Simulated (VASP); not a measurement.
# PbS (Galena) (Fm-3m) in VASP: further runs

One crystal, PbS (Galena), is run at these levels: PBE, LDA; tasks: band structure.

All numbers are computed with VASP 6.6.1; they aren't measurements. Logs are shortened: lines on timing, memory, paths and dates and some standing lists are left out, and cuts for length are marked.

## (1) The crystal as given

The structure is cubic, space group Fm-3m (No. 225). The conventional cell has a = 5.931 Å, b = 5.931 Å, c = 5.931 Å, α = 90.00°, β = 90.00°, γ = 90.00°. Pb (site symmetry m-3m) is surrounded by 6 S at 2.97 Å. Around S (site symmetry m-3m) lie 6 Pb at 2.97 Å.

## (2) Band structure, PBE

File INCAR:

```
PREC     = Accurate       # precision mode
ENCUT    = 520            # plane-wave cutoff, eV
EDIFF    = 1E-7           # SCF threshold, eV
ISMEAR   = 0              # smearing method
SIGMA    = 0.02           # smearing width, eV
LREAL    = False          # projectors in reciprocal space
LASPH    = True           # aspherical terms in the spheres
NELM     = 60             # most SCF steps
ALGO     = Fast           # electronic algorithm
ISIF     = 2              # what is computed and relaxed
LWAVE    = False          # write WAVECAR
LCHARG   = False          # write CHGCAR
GGA      = PE             # functional
```

File KPOINTS:

```
regular mesh
0
Gamma
  8 8 8
```

File POSCAR:

```
PbS
1.0
    0.0000000000      2.9657500000      2.9657500000
    2.9657500000      0.0000000000      2.9657500000
    2.9657500000      2.9657500000      0.0000000000
Pb S
1 1
Direct
    0.0000000000      0.0000000000      0.0000000000
    0.5000000000      0.5000000000      0.5000000000
```

File KPOINTS_OPT:

```
path GXWKGLUWLK,UX
15
line-mode
reciprocal
 0.0000000000  0.0000000000  0.0000000000  G
 0.5000000000  0.0000000000  0.5000000000  X

 0.5000000000  0.0000000000  0.5000000000  X
 0.5000000000  0.2500000000  0.7500000000  W

 0.5000000000  0.2500000000  0.7500000000  W
 0.3750000000  0.3750000000  0.7500000000  K

 0.3750000000  0.3750000000  0.7500000000  K
 0.0000000000  0.0000000000  0.0000000000  G

 0.0000000000  0.0000000000  0.0000000000  G
 0.5000000000  0.5000000000  0.5000000000  L

 0.5000000000  0.5000000000  0.5000000000  L
 0.6250000000  0.2500000000  0.6250000000  U

 0.6250000000  0.2500000000  0.6250000000  U
 0.5000000000  0.2500000000  0.7500000000  W

 0.5000000000  0.2500000000  0.7500000000  W
 0.5000000000  0.5000000000  0.5000000000  L

 0.5000000000  0.5000000000  0.5000000000  L
 0.3750000000  0.3750000000  0.7500000000  K

 0.6250000000  0.2500000000  0.6250000000  U
 0.5000000000  0.0000000000  0.5000000000  X
```

Potentials or basis: VASP PAW PBE potentials, release 64 (Pb_d, S).

Started as:

```bash
$ cat potpaw_PBE.64/Pb_d/POTCAR potpaw_PBE.64/S/POTCAR > POTCAR
$ mpirun -np 1 vasp_std > vasp.out
```

OUTCAR:

```text
PREC = Accurate
   ENCUT = 520
   EDIFF = 1E-7
   ISMEAR = 0
   LREAL = False
   LASPH = True
   NELM = 60
   ISIF = 2
   GGA = PE

 ion  position               nearest neighbor table
   1  0.000  0.000  0.000-   2 2.97   2 2.97   2 2.97   2 2.97   2 2.97   2 2.97
   2  0.500  0.500  0.500-   1 2.97   1 2.97   1 2.97   1 2.97   1 2.97   1 2.97

  LATTYP: Found a face centered cubic cell.
 ALAT       =     5.9315000000

  Lattice vectors:

 A1 = (   0.0000000000,   2.9657500000,   2.9657500000)
 A2 = (   2.9657500000,   0.0000000000,   2.9657500000)
 A3 = (   2.9657500000,   2.9657500000,   0.0000000000)

Analysis of symmetry for initial positions (statically):
=====================================================================
 Subroutine PRICEL returns:
 Original cell was already a primitive cell.

 Routine SETGRP: Setting up the symmetry group for a
 face centered cubic supercell.

 Subroutine GETGRP returns: Found 48 space group operations
 (whereof 48 operations were pure point group operations)
 out of a pool of 48 trial point group operations.

The static configuration has the point symmetry O_h .

Analysis of symmetry for dynamics (positions and initial velocities):
=====================================================================
 Subroutine PRICEL returns:
 Original cell was already a primitive cell.

 Routine SETGRP: Setting up the symmetry group for a
 face centered cubic supercell.

 Subroutine GETGRP returns: Found 48 space group operations
 (whereof 48 operations were pure point group operations)
 out of a pool of 48 trial point group operations.

The dynamic configuration has the point symmetry O_h .

 Subroutine INISYM returns: Found 48 space group operations
 (whereof 48 operations are pure point group operations),
 and found     1 'primitive' translations

----------------------------------------------------------------------------------------

                                     Primitive cell

  volume of cell :      52.1715

  direct lattice vectors                    reciprocal lattice vectors
     0.000000000  2.965750000  2.965750000    -0.168591419  0.168591419  0.168591419
     2.965750000  0.000000000  2.965750000     0.168591419 -0.168591419  0.168591419
     2.965750000  2.965750000  0.000000000     0.168591419  0.168591419 -0.168591419

  length of vectors
     4.194203873  4.194203873  4.194203873     0.292008903  0.292008903  0.292008903

  position of ions in fractional coordinates (direct lattice)
     0.000000000  0.000000000  0.000000000
     0.500000000  0.500000000  0.500000000
[... 90 lines left out ...]
   EMIN   =  10.00;   EMAX   =-10.00  energy-range for DOS
   EFERMI =   0.00;   METHOD = LEGACY
   ISMEAR =     0;   SIGMA  =   0.02  broadening in eV -4-tet -1-fermi 0-gaus
   EFERMI_NEDOS =   21; number of points for ismear=-14 and -15
   IALGO  =     68    algorithm
   IMIX   =      4    mixing-type and parameters
     AMIX     =   0.40;   BMIX     =  1.00
     AMIX_MAG =   1.60;   BMIX_MAG =  1.00
  volume/ion in A,a.u.               =      26.09       176.04
  Fermi-wavevector in a.u.,A,eV,Ry     =   1.189251  2.247359 19.242973  1.414319
  Thomas-Fermi vector in A             =   2.325363
   LORBIT       =      0    0 simple, 1 ext, 2 COOP (PROOUT), +10 PAW based schemes
   GGA     = PE    functional components
   LHFCALC =     F    Hartree Fock is set to
   AEXX    =    0.0000 exact exchange contribution
   IVDW    =     0    specifies the selected vdW correction
   LEPSILON=     F    determine dielectric tensor
   LRPA    =     F    only Hartree local field effects (RPA)
 non-spin polarized calculation
 RMM-DIIS sequential band-by-band and
 Gauss-broadening in eV      SIGMA  =   0.02
  energy-cutoff  :      520.00
  volume of cell :       52.17
 maximum number of plane-waves:      1424
   NGX = 15   NGY = 15   NGZ = 15

 number of electron      19.9999998 magnetization

 Free energy of the ion-electron system (eV)
  ---------------------------------------------------
  ext. energy  EPLUGINS =         0.00000000
  ---------------------------------------------------
  free energy    TOTEN  =        -8.75604593 eV

  energy without entropy =       -8.75604593  energy(sigma->0) =       -8.75604593

 E-fermi :   5.9246     XC(G=0):  -9.6824

 val. band max:        5.8226921831   @ k =   0.5000   0.0000   0.0000
 cond. band min:       6.1870359313   @ k =   0.5000   0.0000   0.0000
 fundamental gap:      0.3643437482
 Fermi energy:         5.9245744014

 k-point     1 :       0.0000    0.0000    0.0000
  band No.  band energies     occupation
      1     -11.0017      2.00000
      2     -11.0017      2.00000
      3     -11.0017      2.00000
      4     -10.9853      2.00000
      5     -10.9853      2.00000
      6      -7.7752      2.00000
      7      -0.2138      2.00000
      8       3.6489      2.00000
      9       3.6489      2.00000
     10       3.6489      2.00000
     11      11.0355      0.00000
     12      11.0355      0.00000
     13      11.0355      0.00000
     14      12.5529      0.00000
[... 377 lines left out ...]
      1     -11.0549      2.00000
      2     -11.0028      2.00000
      3     -10.9857      2.00000
      4     -10.9726      2.00000
      5     -10.9516      2.00000
      6      -6.3077      2.00000
      7      -2.6589      2.00000
      8       2.3824      2.00000
      9       2.8075      2.00000
     10       4.8295      2.00000
     11       7.3796      0.00000
     12       9.2262      0.00000
     13       9.8516      0.00000
     14      13.8345      0.00000

 [... further k-points ...]

------------------------ aborting loop because EDIFF is reached ----------------------------------------

  FORCE on cell =-STRESS in cart. coord.  units (eV):
  Direction    XX          YY          ZZ          XY          YZ          ZX
  --------------------------------------------------------------------------------------
  -------------------------------------------------------------------------------------
  Total        0.7060075      0.7060075      0.7060075      0.0000000      0.0000000     -0.0000000
  in kB       21.6813492     21.6813492     21.6813492      0.0000000      0.0000000     -0.0000000
  external PRESSURE =      21.6813492 kB  Pullay stress =       0.0000000 kB

 VOLUME and BASIS-vectors are now :
 -----------------------------------------------------------------------------
  energy-cutoff  :      520.00
  volume of cell :       52.17
      direct lattice vectors                 reciprocal lattice vectors
     0.000000000  2.965750000  2.965750000    -0.168591419  0.168591419  0.168591419
     2.965750000  0.000000000  2.965750000     0.168591419 -0.168591419  0.168591419
     2.965750000  2.965750000  0.000000000     0.168591419  0.168591419 -0.168591419

 POSITION                                       TOTAL-FORCE (eV/Angst)
 -----------------------------------------------------------------------------------
      0.00000      0.00000      0.00000        -0.000000     -0.000000      0.000000
      2.96575      2.96575      2.96575         0.000000      0.000000     -0.000000
 -----------------------------------------------------------------------------------
    total drift:                                0.000000     -0.000000     -0.000000

  FREE ENERGIE OF THE ION-ELECTRON SYSTEM (eV)
  ---------------------------------------------------
  free  energy   TOTEN  =        -8.7560459251 eV

  energy  without entropy=       -8.7560459251  energy(sigma->0) =       -8.75604593
```

stdout:

```text
POSCAR found type information on POSCAR PbS
 POSCAR found :  2 types and       2 ions
 scaLAPACK will be used
 LDA part: xc-table for (Slater+PW92), standard interpolation
 POSCAR, INCAR and KPOINTS ok, starting setup
 FFT: planning ... GRIDC
 FFT: planning ... GRID_SOFT
 FFT: planning ... GRID
 WAVECAR not read
 entering main loop
 Start KPOINTS_OPT (optional k-point list driver)
k-point batch [1-29\150]
k-point batch [30-58\150]
k-point batch [59-87\150]
k-point batch [88-116\150]
k-point batch [117-145\150]
k-point batch [146-150\150]
```

Run time: 27 s. Hardware: 1 thread of Intel Xeon 6975P-C (Granite Rapids), shared host; peak memory 0.19 GiB.

Results:

| Property | Result |
| --- | --- |
| Free energy | -8.7560 eV |
| Pressure | 2.2 GPa |
| Band gap on the k mesh | 0.36 eV, direct |
| Band gap along the path | 0.36 eV, direct |

Levels at the corners of the path, in eV from the valence-band top:
```
point  band 6  band 7  band 8  band 9  band 10  band 11  band 12  band 13  band 14
    Γ  -13.60   -6.04   -2.17   -2.17    -2.17     5.21     5.21     5.21     6.73
    X  -11.93   -7.20   -5.20   -3.44    -3.44     3.86     5.58     5.68     5.68
    X  -11.93   -7.20   -5.20   -3.44    -3.44     3.86     5.58     5.68     5.68
    W  -11.89   -7.95   -4.43   -4.43    -1.03     2.19     4.67     4.67     8.17
    W  -11.89   -7.95   -4.43   -4.43    -1.03     2.19     4.67     4.67     8.17
    K  -11.93   -7.98   -4.78   -2.94    -2.49     3.33     4.13     5.05     6.23
    K  -11.93   -7.98   -4.78   -2.94    -2.49     3.33     4.13     5.05     6.23
    Γ  -13.60   -6.04   -2.17   -2.17    -2.17     5.21     5.21     5.21     6.73
    Γ  -13.60   -6.04   -2.17   -2.17    -2.17     5.21     5.21     5.21     6.73
    L  -12.36   -8.85   -1.78   -1.78     0.00     0.36     1.96     1.96     8.66
    L  -12.36   -8.85   -1.78   -1.78     0.00     0.36     1.96     1.96     8.66
    U  -11.93   -7.98   -4.78   -2.94    -2.49     3.33     4.13     5.05     6.23
    U  -11.93   -7.98   -4.78   -2.94    -2.49     3.33     4.13     5.05     6.23
    W  -11.89   -7.95   -4.43   -4.43    -1.03     2.19     4.67     4.67     8.17
    W  -11.89   -7.95   -4.43   -4.43    -1.03     2.19     4.67     4.67     8.17
    L  -12.36   -8.85   -1.78   -1.78     0.00     0.36     1.96     1.96     8.66
    L  -12.36   -8.85   -1.78   -1.78     0.00     0.36     1.96     1.96     8.66
    K  -11.93   -7.98   -4.78   -2.94    -2.49     3.33     4.13     5.05     6.23
    U  -11.93   -7.98   -4.78   -2.94    -2.49     3.33     4.13     5.05     6.23
    X  -11.93   -7.20   -5.20   -3.44    -3.44     3.86     5.58     5.68     5.68
```

Caveat: spin-orbit coupling is left out, which as a rule narrows the gap of such compounds by several tenths of an eV.

## (3) Band structure, LDA

Changes to INCAR since step 2:

```diff
@@ -12,2 +12,2 @@
 LCHARG   = False          # write CHGCAR
-GGA      = PE             # functional
+GGA      = CA             # functional
```

KPOINTS is that of step 2.

POSCAR is that of step 2.

KPOINTS_OPT is that of step 2.

Potentials or basis: VASP PAW LDA potentials, release 64 (Pb_d, S).

Started as:

```bash
$ cat potpaw_LDA.64/Pb_d/POTCAR potpaw_LDA.64/S/POTCAR > POTCAR
$ mpirun -np 1 vasp_std > vasp.out
```

Wall time 25 s (1 thread of Intel Xeon 6975P-C (Granite Rapids), shared host); peak memory 0.17 GiB.

Results (log left out):

| Quantity | Value |
| --- | --- |
| Free energy | -9.9822 eV |
| Pressure | -2.5 GPa |
| Band gap on the k mesh | 0.21 eV, direct |
| Band gap along the path | 0.21 eV, direct |

Levels at the corners of the path, in eV from the valence-band top:
| point | band 6 | band 7 | band 8 | band 9 | band 10 | band 11 | band 12 | band 13 | band 14 |
| --- | --- | --- | --- | --- | --- | --- | --- | --- | --- |
| Γ | -13.57 | -6.08 | -2.16 | -2.16 | -2.16 | 5.07 | 5.07 | 5.07 | 6.64 |
| X | -11.85 | -7.28 | -5.26 | -3.46 | -3.46 | 3.72 | 5.46 | 5.56 | 5.56 |
| X | -11.85 | -7.28 | -5.26 | -3.46 | -3.46 | 3.72 | 5.46 | 5.56 | 5.56 |
| W | -11.80 | -8.03 | -4.47 | -4.47 | -1.01 | 2.05 | 4.56 | 4.56 | 8.04 |
| W | -11.80 | -8.03 | -4.47 | -4.47 | -1.01 | 2.05 | 4.56 | 4.56 | 8.04 |
| K | -11.85 | -8.07 | -4.83 | -2.96 | -2.52 | 3.22 | 4.03 | 4.95 | 6.10 |
| K | -11.85 | -8.07 | -4.83 | -2.96 | -2.52 | 3.22 | 4.03 | 4.95 | 6.10 |
| Γ | -13.57 | -6.08 | -2.16 | -2.16 | -2.16 | 5.07 | 5.07 | 5.07 | 6.64 |
| Γ | -13.57 | -6.08 | -2.16 | -2.16 | -2.16 | 5.07 | 5.07 | 5.07 | 6.64 |
| L | -12.28 | -8.93 | -1.76 | -1.76 | 0.00 | 0.21 | 1.83 | 1.83 | 8.47 |
| L | -12.28 | -8.93 | -1.76 | -1.76 | 0.00 | 0.21 | 1.83 | 1.83 | 8.47 |
| U | -11.85 | -8.07 | -4.83 | -2.96 | -2.52 | 3.22 | 4.03 | 4.95 | 6.10 |
| U | -11.85 | -8.07 | -4.83 | -2.96 | -2.52 | 3.22 | 4.03 | 4.95 | 6.10 |
| W | -11.80 | -8.03 | -4.47 | -4.47 | -1.01 | 2.05 | 4.56 | 4.56 | 8.04 |
| W | -11.80 | -8.03 | -4.47 | -4.47 | -1.01 | 2.05 | 4.56 | 4.56 | 8.04 |
| L | -12.28 | -8.93 | -1.76 | -1.76 | 0.00 | 0.21 | 1.83 | 1.83 | 8.47 |
| L | -12.28 | -8.93 | -1.76 | -1.76 | 0.00 | 0.21 | 1.83 | 1.83 | 8.47 |
| K | -11.85 | -8.07 | -4.83 | -2.96 | -2.52 | 3.22 | 4.03 | 4.95 | 6.10 |
| U | -11.85 | -8.07 | -4.83 | -2.96 | -2.52 | 3.22 | 4.03 | 4.95 | 6.10 |
| X | -11.85 | -7.28 | -5.26 | -3.46 | -3.46 | 3.72 | 5.46 | 5.56 | 5.56 |

Caveat: spin-orbit coupling is left out, which as a rule narrows the gap of such compounds by several tenths of an eV.
